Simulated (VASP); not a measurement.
Here is a VASP 6.6.1 calculation.

File INCAR:

```
SYSTEM = KCl
  PREC = Accurate
  ENCUT = 520
  EDIFF = 1E-6
  ISMEAR = 0
  SIGMA = 0.02
  LREAL = .False.
  LASPH = .True.
  NELM = 60
  ALGO = Fast
  ISIF = 2
  LWAVE = .False.
  LCHARG = .False.
  GGA = PS
  NBANDS = 15
```

KPOINTS

```
regular mesh
0
Gamma
  3 3 3
  0 0 0
```

POSCAR

```
KCl                                     
1.0
    0.0000000000      3.1293847094      3.1293847094
    3.1293847094      0.0000000000      3.1293847094
    3.1293847094      3.1293847094     -0.0000000000
  K               Cl            
     1     1
Direct
     0.0000000000000000    0.0000000000000000    0.0000000000000000
     0.5000000000000000    0.5000000000000000    0.5000000000000000
```

The input KPOINTS_OPT:

```
path GXWKGLUWLK,UX
15
line-mode
reciprocal
 0.0000000000  0.0000000000  0.0000000000  G
 0.5000000000  0.0000000000  0.5000000000  X

 0.5000000000  0.0000000000  0.5000000000  X
 0.5000000000  0.2500000000  0.7500000000  W

 0.5000000000  0.2500000000  0.7500000000  W
 0.3750000000  0.3750000000  0.7500000000  K

 0.3750000000  0.3750000000  0.7500000000  K
 0.0000000000  0.0000000000  0.0000000000  G

 0.0000000000  0.0000000000  0.0000000000  G
 0.5000000000  0.5000000000  0.5000000000  L

 0.5000000000  0.5000000000  0.5000000000  L
 0.6250000000  0.2500000000  0.6250000000  U

 0.6250000000  0.2500000000  0.6250000000  U
 0.5000000000  0.2500000000  0.7500000000  W

 0.5000000000  0.2500000000  0.7500000000  W
 0.5000000000  0.5000000000  0.5000000000  L

 0.5000000000  0.5000000000  0.5000000000  L
 0.3750000000  0.3750000000  0.7500000000  K

 0.6250000000  0.2500000000  0.6250000000  U
 0.5000000000  0.0000000000  0.5000000000  X
```

Potentials or basis: VASP PAW PBE potentials, release 64 (K_sv, Cl).

Command:

```console
$ cat potpaw_PBE.64/K_sv/POTCAR potpaw_PBE.64/Cl/POTCAR > POTCAR
$ mpirun -np 1 vasp_std > vasp.out
```

Q: Predict the band gap on the k mesh.

A: 5.07 eV, direct.

Q: Estimate the band gap along the path.

A: 5.07 eV, direct.

Levels at the corners of the path, in eV from the valence-band top:
```
point  band 4  band 5  band 6  band 7  band 8  band 9  band 10  band 11  band 12  band 13
    Γ  -10.54  -10.54    0.00    0.00    0.00    5.07     8.30     8.30     8.30     9.19
    X  -10.60  -10.60   -0.69   -0.23   -0.23    6.38     8.30    10.00    10.21    10.63
    X  -10.60  -10.60   -0.69   -0.23   -0.23    6.38     8.30    10.00    10.21    10.63
    W  -10.65  -10.45   -0.52   -0.50   -0.50    7.93     7.93     9.44     9.85    11.77
    W  -10.65  -10.45   -0.52   -0.50   -0.50    7.93     7.93     9.44     9.85    11.77
    K  -10.58  -10.48   -0.59   -0.58   -0.30    7.15     9.00     9.29    10.08    10.92
    K  -10.58  -10.48   -0.59   -0.58   -0.30    7.15     9.00     9.29    10.08    10.92
    Γ  -10.54  -10.54    0.00    0.00    0.00    5.07     8.30     8.30     8.30     9.19
    Γ  -10.54  -10.54    0.00    0.00    0.00    5.07     8.30     8.30     8.30     9.19
    L  -10.55  -10.29   -1.12   -0.35   -0.35    7.47     8.55    10.53    10.53    11.36
    L  -10.55  -10.29   -1.12   -0.35   -0.35    7.47     8.55    10.53    10.53    11.36
    U  -10.58  -10.48   -0.59   -0.58   -0.30    7.15     9.00     9.29    10.08    10.92
    U  -10.58  -10.48   -0.59   -0.58   -0.30    7.15     9.00     9.29    10.08    10.92
    W  -10.65  -10.45   -0.52   -0.50   -0.50    7.93     7.93     9.44     9.85    11.77
    W  -10.65  -10.45   -0.52   -0.50   -0.50    7.93     7.93     9.44     9.85    11.77
    L  -10.55  -10.29   -1.12   -0.35   -0.35    7.47     8.55    10.53    10.53    11.36
    L  -10.55  -10.29   -1.12   -0.35   -0.35    7.47     8.55    10.53    10.53    11.36
    K  -10.58  -10.48   -0.59   -0.58   -0.30    7.15     9.00     9.29    10.08    10.92
    U  -10.58  -10.48   -0.59   -0.58   -0.30    7.15     9.00     9.29    10.08    10.92
    X  -10.60  -10.60   -0.69   -0.23   -0.23    6.38     8.30    10.00    10.21    10.63
```

Caveat: the k mesh is coarse (spacing up to 0.58 Å⁻¹), so the values aren't converged.
